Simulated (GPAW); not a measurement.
The system is TiO2.

```xyz
6
Lattice="4.5998 0.0000 0.0000 0.0000 4.5998 0.0000 0.0000 0.0000 2.9592" Properties=species:S:1:pos:R:3 pbc="T T T"
Ti    0.0000    0.0000    1.4796
Ti    2.2999    2.2999    0.0000
O     1.3998    1.3998    1.4796
O     0.9001    3.6997    0.0000
O     3.6997    0.9001    0.0000
O     3.2000    3.2000    1.4796
```

The cell is a database's computed one.

- Program: GPAW 26.7.0
- Task: relaxation of cell and atoms
- Functional: LDA
- Potentials or basis: the program's PAW data sets (release 1.2.1) made for this functional
- Cutoff: 800 eV
- Basis: pw
- k mesh: 4 × 4 × 6
- Occupations: fermi-dirac, width 0.05 eV
- Spin: no spin polarisation

At the start: pressure -7.9 GPa; volume 10.44 Å³/atom.

Question: How do energy, volume and symmetry change on relaxing?

Answer: Over 7 steps the energy falls by 7.6 meV/atom and the volume is 10.11 Å³/atom (-3.1 %); space group P4_2/mnm (No. 136, to 0.05 Å).

The path:
| step | energy change (eV) | largest force (eV/Å) | pressure (GPa) | volume (Å³) |
| --- | --- | --- | --- | --- |
| 1 | 0.0000 | 0.1023 | -7.85 | 62.61 |
| 2 | -0.0107 | 0.0568 | -6.92 | 62.38 |
| 3 | -0.0415 | 0.2040 | -0.49 | 60.89 |
| 4 | -0.0434 | 0.1515 | -0.44 | 60.84 |
| 5 | -0.0454 | 0.0000 | 0.01 | 60.64 |
| 6 | -0.0454 | 0.0005 | -0.02 | 60.65 |
| 7 | -0.0455 | 0.0015 | -0.07 | 60.66 |

Final structure:
```xyz
6
Lattice="4.5558 0.0000 0.0000 0.0000 4.5558 0.0000 0.0000 0.0000 2.9226" Properties=species:S:1:pos:R:3 pbc="T T T"
Ti    0.0000    0.0000    1.4613
Ti    2.2779    2.2779    0.0000
O     1.3846    1.3846    1.4613
O     0.8933    3.6625    0.0000
O     3.6625    0.8933    0.0000
O     3.1712    3.1712    1.4613
```

Caveat: the k mesh is coarse; later steps reuse the first step's grids.
